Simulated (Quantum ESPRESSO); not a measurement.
# SrCl2: changing the functional

The structure is cubic, space group Fm-3m (No. 225). The conventional cell has a = 6.977 Å, b = 6.977 Å, c = 6.977 Å, α = 90.00°, β = 90.00°, γ = 90.00°. Sr (site symmetry m-3m) is surrounded by 8 Cl at 3.02 Å. Around Cl (site symmetry -43m) lie 4 Sr at 3.02 Å.

Kept alike: task dielectric tensor; k mesh 4 × 4 × 4, shifted; occupations fermi-dirac, width 0.05 eV; no spin polarisation. Program: Quantum ESPRESSO, potentials by row: PseudoDojo 0.4.1 SR PBE standard (AM05, BLYP, PBE, WC); PseudoDojo 0.4.1 SR LDA standard (LDA); PseudoDojo 0.4.1 SR PBEsol standard (PBEsol), cutoff 925 eV. The mesh is that of the run's cell of 3 atoms. No spin-orbit coupling.

| functional | electronic dielectric constant (mean of the diagonal) |
| --- | --- |
| AM05 | 2.94 |
| BLYP | 2.90 |
| LDA | 3.01 |
| PBE | 2.92 |
| PBEsol | 2.97 |
| WC | 2.97 |

Potentials were made for PBE (AM05, BLYP, PBE, WC); LDA (LDA); PBEsol (PBEsol).

What does the functional change here?

The electronic dielectric constant runs from 2.90 (BLYP) to 3.01 mean of the diagonal (LDA). From PBE: AM05 +0.02; BLYP -0.02; LDA +0.09; PBEsol +0.05; WC +0.05.
